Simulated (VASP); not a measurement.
# Cu in VASP: relaxation of the atoms with PBE

Aim: the relaxation of the atoms of Cu with PBE.

All numbers are computed with VASP 6.6.1; they aren't measurements. Logs are shortened: lines on timing, memory, paths and dates and some standing lists are left out, and cuts for length are marked.

## 1. The slab as given

The cell holds a slab with vacuum, 11 atoms: a = 3.635 Å, b = 2.570 Å, c = 27.852 Å, α = 90.00°, β = 90.00°, γ = 90.00°.

The cell was built by a generator and needn't be a form met in nature.

## 2. Relaxation of the atoms, PBE

The input, INCAR:

```
SYSTEM = Cu
PREC     = Accurate       ! precision mode
ENCUT    = 520            ! plane-wave cutoff, eV
EDIFF    = 1E-7           ! SCF threshold, eV
ISMEAR   = 1              ! smearing method
SIGMA    = 0.2            ! smearing width, eV
LREAL    = .FALSE.        ! projectors in reciprocal space
LASPH    = .TRUE.         ! aspherical terms in the spheres
NELM     = 60             ! most SCF steps
ALGO     = Fast           ! electronic algorithm
ISIF     = 2              ! what is computed and relaxed
LWAVE    = .FALSE.        ! write WAVECAR
LCHARG   = .FALSE.        ! write CHGCAR
GGA      = PE             ! functional
IBRION   = 2              ! ionic algorithm
NSW      = 60             ! ionic steps
EDIFFG   = -0.02          ! ionic threshold
KPAR     = 8
```

The input, KPOINTS:

```
regular mesh
0
G
  12 18 1
  0 0 0
```

The input, POSCAR:

```
Cu
1.0
    3.6350000000      0.0000000000      0.0000000000
    0.0000000000      2.5703331496      0.0000000000
    0.0000000000      0.0000000000     27.8516657481
Cu
11
Direct
    0.0000000000      0.0000000000      0.2692837142
    0.5000000000      0.5000000000      0.3154269714
    0.0000000000      0.0000000000      0.3615702285
    0.5000000000      0.5000000000      0.4077134857
    0.0000000000      0.0000000000      0.4538567428
    0.5000000000      0.5000000000      0.5000000000
    0.0000000000      0.0000000000      0.5461432572
    0.5000000000      0.5000000000      0.5922865143
    0.0000000000      0.0000000000      0.6384297715
    0.5000000000      0.5000000000      0.6845730286
    0.0000000000      0.0000000000      0.7307162858
```

Potentials or basis: VASP PAW PBE potentials, release 64 (Cu).

Command:

```console
> cat potpaw_PBE.64/Cu/POTCAR > POTCAR
> mpirun -np 8 vasp_std > vasp.out
```

OUTCAR:

```text
SYSTEM = Cu
   PREC = Accurate
   ENCUT = 520
   EDIFF = 1E-7
   ISMEAR = 1
   LREAL = .FALSE.
   LASPH = .TRUE.
   NELM = 60
   ISIF = 2
   GGA = PE
   IBRION = 2
   NSW = 60
   EDIFFG = -0.02

 ion  position               nearest neighbor table
   1  0.000  0.000  0.269-   3 2.57   2 2.57   2 2.57   2 2.57   2 2.57
   2  0.500  0.500  0.315-   3 2.57   3 2.57   3 2.57   3 2.57   4 2.57   1 2.57   1 2.57   1 2.57
                             1 2.57
   3  0.000  0.000  0.362-   2 2.57   2 2.57   2 2.57   2 2.57   5 2.57   1 2.57   4 2.57   4 2.57
                             4 2.57   4 2.57
   4  0.500  0.500  0.408-   5 2.57   5 2.57   5 2.57   5 2.57   6 2.57   2 2.57   3 2.57   3 2.57
                             3 2.57   3 2.57
   5  0.000  0.000  0.454-   4 2.57   4 2.57   4 2.57   4 2.57   3 2.57   6 2.57   6 2.57   6 2.57
                             6 2.57   7 2.57
   6  0.500  0.500  0.500-   4 2.57   8 2.57   7 2.57   5 2.57   5 2.57   7 2.57   5 2.57   7 2.57
                             5 2.57   7 2.57
   7  0.000  0.000  0.546-   8 2.57   8 2.57   8 2.57   8 2.57   9 2.57   6 2.57   6 2.57   6 2.57
                             6 2.57   5 2.57
   8  0.500  0.500  0.592-   7 2.57   7 2.57   7 2.57   7 2.57  10 2.57   6 2.57   9 2.57   9 2.57
                             9 2.57   9 2.57
   9  0.000  0.000  0.638-  10 2.57  10 2.57  10 2.57  10 2.57  11 2.57   7 2.57   8 2.57   8 2.57
                             8 2.57   8 2.57
  10  0.500  0.500  0.685-   9 2.57   9 2.57   9 2.57   9 2.57   8 2.57  11 2.57  11 2.57  11 2.57
                            11 2.57
  11  0.000  0.000  0.731-   9 2.57  10 2.57  10 2.57  10 2.57  10 2.57

  LATTYP: Found a simple orthorhombic cell.
 ALAT       =     2.5703331496
 B/A-ratio  =     1.4142135624
 C/A-ratio  =    10.8358193771

  Lattice vectors:

 A1 = (   0.0000000000,  -2.5703331496,   0.0000000000)
 A2 = (   3.6350000000,   0.0000000000,   0.0000000000)
 A3 = (   0.0000000000,   0.0000000000,  27.8516657481)

Analysis of symmetry for initial positions (statically):
=====================================================================
 Subroutine PRICEL returns:
 Original cell was already a primitive cell.

 Routine SETGRP: Setting up the symmetry group for a
 simple orthorhombic supercell.

 Subroutine GETGRP returns: Found  8 space group operations
 (whereof  8 operations were pure point group operations)
 out of a pool of  8 trial point group operations.

The static configuration has the point symmetry D_2h.

Analysis of symmetry for dynamics (positions and initial velocities):
=====================================================================
 Subroutine PRICEL returns:
 Original cell was already a primitive cell.

 Routine SETGRP: Setting up the symmetry group for a
 simple orthorhombic supercell.
[... 153 lines left out ...]
   LRPA    =     F    only Hartree local field effects (RPA)
 conjugate gradient relaxation of ions
 non-spin polarized calculation
 RMM-DIIS sequential band-by-band and
 Methfessel and Paxton  Order N= 1 SIGMA  =   0.20
  energy-cutoff  :      520.00
  volume of cell :      260.22
 maximum number of plane-waves:      7055
 NGX is ok and might be reduce to    28
   NGX = 13   NGY =  9   NGZ =103

--------------------------------------- Ionic step        1  -------------------------------------------

 number of electron     120.9999889 magnetization

 Free energy of the ion-electron system (eV)
  ---------------------------------------------------
  ext. energy  EPLUGINS =         0.00000000
  ---------------------------------------------------
  free energy    TOTEN  =       -39.18720058 eV

  energy without entropy =      -39.19545907  energy(sigma->0) =      -39.18995341

------------------------ aborting loop because EDIFF is reached ----------------------------------------

  FORCE on cell =-STRESS in cart. coord.  units (eV):
  Direction    XX          YY          ZZ          XY          YZ          ZX
  --------------------------------------------------------------------------------------
  -------------------------------------------------------------------------------------
  Total       -2.5294845     -1.8162273     -1.7484089     -0.0000000      0.0000000      0.0000000
  in kB      -15.5739080    -11.1824193    -10.7648650     -0.0000000      0.0000000      0.0000000
  external PRESSURE =     -12.5070641 kB  Pullay stress =       0.0000000 kB
[... 116 lines left out ...]
  FREE ENERGIE OF THE ION-ELECTRON SYSTEM (eV)
  ---------------------------------------------------
  free  energy   TOTEN  =       -39.2365453124 eV

  energy  without entropy=      -39.2447314995  energy(sigma->0) =      -39.23927404

[... ionic steps 4 to 10 ...]

--------------------------------------- Ionic step       11  -------------------------------------------

 number of electron     120.9999917 magnetization

------------------------ aborting loop because EDIFF is reached ----------------------------------------
[... 85 lines left out ...]
--------------------------------------- Ionic step       13  -------------------------------------------

 number of electron     120.9999903 magnetization

 Free energy of the ion-electron system (eV)
  ---------------------------------------------------
  ext. energy  EPLUGINS =         0.00000000
  ---------------------------------------------------
  free energy    TOTEN  =       -39.24092228 eV

  energy without entropy =      -39.24935556  energy(sigma->0) =      -39.24373337

 E-fermi :   1.6597     XC(G=0):  -7.0798

 val. band max:        1.6582890678   @ k =   0.4167   0.4444   0.0000
 cond. band min:       1.6832097983   @ k =   0.5000   0.1111   0.0000
 fundamental gap:      0.0249207305
 Fermi energy:         1.6596901231

 k-point     1 :       0.0000    0.0000    0.0000
  band No.  band energies     occupation
      1      -7.4110      2.00000
      2      -6.8991      2.00000
      3      -6.0750      2.00000
      4      -5.0221      2.00000
      5      -3.8547      2.00000
      6      -3.0570      2.00000
[... 1789 lines left out ...]
     71       7.3384      0.00000
     72       8.3214      0.00000

 [... further k-points ...]

------------------------ aborting loop because EDIFF is reached ----------------------------------------

  FORCE on cell =-STRESS in cart. coord.  units (eV):
  Direction    XX          YY          ZZ          XY          YZ          ZX
  --------------------------------------------------------------------------------------
  -------------------------------------------------------------------------------------
  Total       -1.2589975     -1.1740550     -0.2598879      0.0000000      0.0000000      0.0000000
  in kB       -7.7515838     -7.2285971     -1.6001168      0.0000000      0.0000000      0.0000000
  external PRESSURE =      -5.5267659 kB  Pullay stress =       0.0000000 kB
[... 26 lines left out ...]
  FREE ENERGIE OF THE ION-ELECTRON SYSTEM (eV)
  ---------------------------------------------------
  free  energy   TOTEN  =       -39.2409222761 eV

  energy  without entropy=      -39.2493555643  energy(sigma->0) =      -39.24373337

 reached required accuracy - stopping structural energy minimisation
```

Run time: 59 min. Hardware: 8 MPI ranks of Intel Xeon Platinum 8175M at 2.50GHz (Skylake/Cascade Lake), shared host; peak memory 0.97 GiB.

What came out:

```
Free energy                  : -39.2409 eV
Energy gained by relaxing    : 4.9 meV/atom
Ionic steps                  : 13
Largest force after relaxing : 0.019 eV/Å
Band gap on the k mesh       : none (metal or under the smearing width)
```

Forces on the atoms (eV/Å):
```
Cu   0.000  0.000  0.000
Cu   0.000  0.000 -0.008
Cu   0.000  0.000  0.019
Cu   0.000  0.000  0.013
Cu   0.000  0.000  0.016
Cu   0.000  0.000  0.000
Cu   0.000  0.000 -0.016
Cu   0.000  0.000 -0.013
Cu   0.000  0.000 -0.019
Cu   0.000  0.000  0.008
Cu   0.000  0.000  0.000
```

The path:
| step | energy change (eV) | largest force (eV/Å) | pressure (GPa) |
| --- | --- | --- | --- |
| 1 | 0.0000 | 0.4245 | -1.25 |
| 2 | -0.0249 | 0.3180 | -1.14 |
| 3 | -0.0493 | 0.0834 | -0.81 |
| 4 | -0.0495 | 0.0786 | -0.85 |
| 5 | -0.0511 | 0.0364 | -0.81 |
| 6 | -0.0518 | 0.0353 | -0.78 |
| 7 | -0.0518 | 0.0354 | -0.77 |
| 8 | -0.0522 | 0.0276 | -0.74 |
| 9 | -0.0529 | 0.0288 | -0.66 |
| 10 | -0.0527 | 0.0753 | -0.54 |
| 11 | -0.0530 | 0.0452 | -0.61 |
| 12 | -0.0534 | 0.0346 | -0.59 |
| 13 | -0.0537 | 0.0191 | -0.55 |

Final structure:
```yaml
crystal:
  lattice:
    - [3.63500, 0.00000, 0.00000]
    - [0.00000, 2.57033, 0.00000]
    - [0.00000, 0.00000, 27.85167]
  atoms:
    - { symbol: Cu, position: [0.00000, 0.00000, 0.27286] }
    - { symbol: Cu, position: [0.50000, 0.50000, 0.31440] }
    - { symbol: Cu, position: [0.00000, 0.00000, 0.36209] }
    - { symbol: Cu, position: [0.50000, 0.50000, 0.40774] }
    - { symbol: Cu, position: [0.00000, 0.00000, 0.45384] }
    - { symbol: Cu, position: [0.50000, 0.50000, 0.50000] }
    - { symbol: Cu, position: [0.00000, 0.00000, 0.54616] }
    - { symbol: Cu, position: [0.50000, 0.50000, 0.59227] }
    - { symbol: Cu, position: [0.00000, 0.00000, 0.63791] }
    - { symbol: Cu, position: [0.50000, 0.50000, 0.68560] }
    - { symbol: Cu, position: [0.00000, 0.00000, 0.72714] }
```
